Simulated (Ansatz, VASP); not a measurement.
# One calculation of CaF2 (Fluorite), two programs

```xyz
3
Lattice="0.0000 2.7348 2.7348 2.7348 0.0000 2.7348 2.7348 2.7348 0.0000" Properties=species:S:1:pos:R:3 pbc="T T T"
Ca    0.0000    0.0000    0.0000
F     1.3674    1.3674    1.3674
F     4.1022    4.1022    4.1022
```

Alike in both runs: functional PBE; dispersion D3(BJ); k mesh 8 × 8 × 8; occupations gaussian, width 0.02 eV; no spin polarisation.

Ansatz relaxed the structure, and its values are those at the end. VASP's run is a single point on that final structure, the one shown.

|  | VASP | Ansatz |
| --- | --- | --- |
| version | VASP 6.6.1 | Ansatz 0.2.0 |
| potentials or method | VASP PAW PBE potentials, release 64 (Ca_sv, F) | scalar-relativistic, plane waves, PAW |
| plane-wave cutoff (eV) | 520 | 420 |
| valence electrons in the cell | 24 | 24 |

```csv
,VASP,Ansatz,Ansatz less VASP
gap on the k mesh at the Fermi level (eV),7.25,7.28,+0.023
least direct gap on the mesh (eV),7.51,7.53,+0.021
pressure (GPa),0.2,0.0,-0.25
```

The functional is the same, so the differences come from potentials, cutoffs and numerics.

A k mesh can miss the band edges.
